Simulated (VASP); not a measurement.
Pb: single point with PBE

The system is Pb.

```
Pb
1.0
     0.04940    2.49450    2.49450
     2.49450    0.04940    2.49450
     2.49450    2.49450    0.04940
Pb
1
Cartesian
  0.0000 0.0000 0.0000
```

The cell isn't the ideal one: equal xy, yz and zx shear strains of +2 %.

```json
{
  "Program": "VASP 6.6.1",
  "Task": "single point",
  "Functional": "PBE",
  "Potentials or basis": "VASP PAW PBE potentials, release 64 (Pb_d)",
  "Cutoff": "520 eV",
  "k mesh": "12 × 12 × 12",
  "Occupations": "fermi-dirac, width 0.05 eV",
  "Spin": "no spin polarisation"
}
```

```yaml
Pressure: 3.0 GPa
Band_gap_on_the_k_mesh: none (metal or under the smearing width)
```

Levels at points of the mesh, in eV from the Fermi level:
```tsv
k point	band 5	band 6	band 7	band 8	band 9	band 10
(0.00, 0.00, 0.00)	-16.97	-11.84	6.93	7.66	7.66	9.79
(0.50, 0.00, 0.00)	-16.82	-8.08	-4.25	5.37	5.57	9.18
(0.50, 0.50, 0.00)	-16.80	-6.74	-3.34	1.80	2.26	5.33
(0.50, 0.50, 0.50)	-16.84	-8.43	-4.34	5.92	5.92	9.38
```

It took 38 s on 1 thread of Intel(R) Xeon(R) 6975P-C (Granite Rapids), with other jobs on the host, peak memory 0.19 GiB.

Spin-orbit coupling is left out, which matters for the levels of Pb.
